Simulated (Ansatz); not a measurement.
NaF, CsCl type, relaxed with r2SCAN, was run in the plane-wave code Ansatz under altered settings. All numbers are computed, without spin polarisation but where a row says otherwise.

```
Na F
1.0
     2.79349    0.00000    0.00000
     0.00000    2.79349    0.00000
     0.00000    0.00000    2.79349
Na F
1 1
Direct
  0.00000 0.00000 0.00000
  0.50000 0.50000 0.50000
```

The base run's other keys:
```yaml
kpoints:
  mp_grid: { grid: [4, 4, 4] }
hamiltonian:
  xc: hse06
scf:
  occupations: { method: fixed }
  n_extra_bands: 4
```

It takes 13 iterations with 437 plane waves at 420 eV and 10 k points, and leaves a mean stress of +1.82 GPa. The gap over this mesh is 8.332 eV.

Outcomes, with energy and stress as changes against the base:
```
                                  setting        outcome  ΔF (meV/atom)  Δ mean stress (GPa)  gap on the mesh (eV)  iterations
 PBE hybrid, exx coeff 1.5, omega 0.1 1/Å        refused              –                    –                     –           –
PBE hybrid, exx coeff 0.05, omega 0.5 1/Å      converged              –                 +2.1                 6.405           9
    PBE hybrid, exx coeff 0.1, unscreened      converged              –                 +1.5                 7.303          11
                    hamiltonian.xc: wpbeh      converged              –                 -0.3                 8.290          13
           scf.occupations: fermi_dirac 4  not converged              –                    –                     –          21
                         basis.xc_grid: 3      converged            0.0                  0.0                 8.332          13
```
A dash marks a value that wasn't obtained or can't be compared. Stress is positive in compression.

- PBE hybrid, exx coeff 1.5, omega 0.1 1/Å. The input is refused before any iteration. Error: invalid value for `hamiltonian.xc.exx.coeff`: must be finite and in (0, 1]; got 1.5
- PBE hybrid, exx coeff 0.05, omega 0.5 1/Å. That is 5 % exact exchange, screened with ω = 0.5 1/Å, against HSE06's 25 % screened at 0.208 1/Å. The mean stress moves by +2.1 GPa and the gap on the mesh by -1.926 eV (to 6.405). Totals of different functionals aren't comparable.
- PBE hybrid, exx coeff 0.1, unscreened. That is 10 % exact exchange, at all ranges, against HSE06's 25 % screened at 0.208 1/Å. The mean stress moves by +1.5 GPa and the gap on the mesh by -1.029 eV (to 7.303). Totals of different functionals aren't comparable.
- hamiltonian.xc: wpbeh. The mean stress moves by -0.3 GPa and the gap on the mesh by -0.042 eV (to 8.290). It's another functional on the same cell, so totals aren't comparable.
- scf.occupations: fermi_dirac 4. The iterations end on a state that fails one of the program's checks, so there is no result. Error: refused after 3 iterations: little_group_invariance = 4.16e-2 (threshold 2.00e-3); the state that met every other criterion of the hybrid outer loop has lost the crystal's symmetry and is not regaining it fast enough for `scf.exx.max_outer_iter` (outer cycles, not inner-SCF steps) […]

Within 1 meV an atom, 0.1 GPa and 0.005 eV of the base stay: basis.xc_grid: 3.

The stress of a hybrid is loosely converged in these runs.

The meshes of the hybrids are coarse, so their gaps aren't converged to the digits shown.
